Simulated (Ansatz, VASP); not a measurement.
# HfC: VASP beside Ansatz

INCAR

```
PREC = Accurate ; ENCUT = 520
EDIFF = 1E-6 ; ISMEAR = -1
SIGMA = 0.05 ; LREAL = F
LASPH = T ; NELM = 60
ALGO = Normal ; ISIF = 2
LWAVE = F ; LCHARG = T
GGA = PE ; LELF = T
LVHAR = T ; NBANDS = 14
```

The input KPOINTS:

```
regular mesh
0
Gamma
  8 8 8
```

Contents of POSCAR:

```
HfC
1.0
    0.0000000000      2.3250000000      2.3482500000
    2.3250000000      0.0000000000      2.3482500000
    2.3250000000      2.3250000000      0.0000000000
Hf C
1 1
Direct
    0.5000000000      0.5000000000      0.5000000000
    0.0000000000      0.0000000000      0.0000000000
```

The input input.yaml:

```yaml
crystal:
  lattice:
    - [0.0, 2.325, 2.34825]
    - [2.325, 0.0, 2.34825]
    - [2.325, 2.325, 0.0]
  atoms:
    - { symbol: Hf, position: [0.5, 0.5, 0.5] }
    - { symbol: C, position: [0.0, 0.0, 0.0] }
hamiltonian:
  xc: pbe
  pseudopotentials: { kind: paw }
kpoints:
  mp_grid: { grid: [8, 8, 8] }
  band_path:
    path:
      - [[0.0, 0.0, 0.0], [0.0, 0.5, 0.5], [-0.2450740124, 0.5, 0.2549259876], [-0.3725370062, 0.3725370062, 0.0], [0.0, 0.0, 0.0], [0.5, 0.5, 0.0], [0.3725370062, 0.6274629938, 0.0], [0.0, 0.5, 0.0], [0.25, 0.75, 0.5], [0.5, 0.7549259876, 0.2549259876], [0.5, 0.5, 0.0]]
      - [[0.0, 0.5, 0.5], [0.25, 0.75, 0.5]]
    npoints: 14
scf:
  occupations: { method: fermi_dirac, width: 0.05 }
  n_extra_bands: 6
output:
  forces: true
  stress: true
  eigenvalues: true
  fatbands: true
```

Alike in both runs: functional PBE; k mesh 8 × 8 × 8; occupations fermi-dirac, width 0.05 eV; no spin polarisation.

|  | VASP | Ansatz |
| --- | --- | --- |
| version | VASP 6.6.1 | Ansatz 0.2.0 |
| potentials or method | VASP PAW PBE potentials, release 64 (Hf_pv, C) | Ansatz PAW |
| plane-wave cutoff (eV) | 520 | 420 |
| valence electrons in the cell | 14 | 30 |
| task | single point | band structure |

VASP gave:

| Property | Result |
| --- | --- |
| gap on the k mesh at the Fermi level (eV) | none |
| pressure (GPa) | -2.7 |
| largest component of the traceless stress (GPa) | 2.47 |

What did Ansatz give for the same quantities?

gap on the k mesh at the Fermi level (eV): none; pressure (GPa): -2.0; largest component of the traceless stress (GPa): 2.44.

A gap of «none» marks a metal or a gap that the smearing closes. The functional is the same, so the differences come from potentials, cutoffs and numerics. The two sets of potentials don't hold the same shells in valence.

Caveats: spin-orbit coupling is left out, which moves the levels of the heavy elements (Ansatz). Spin-orbit coupling is left out, which matters for the levels of Hf.
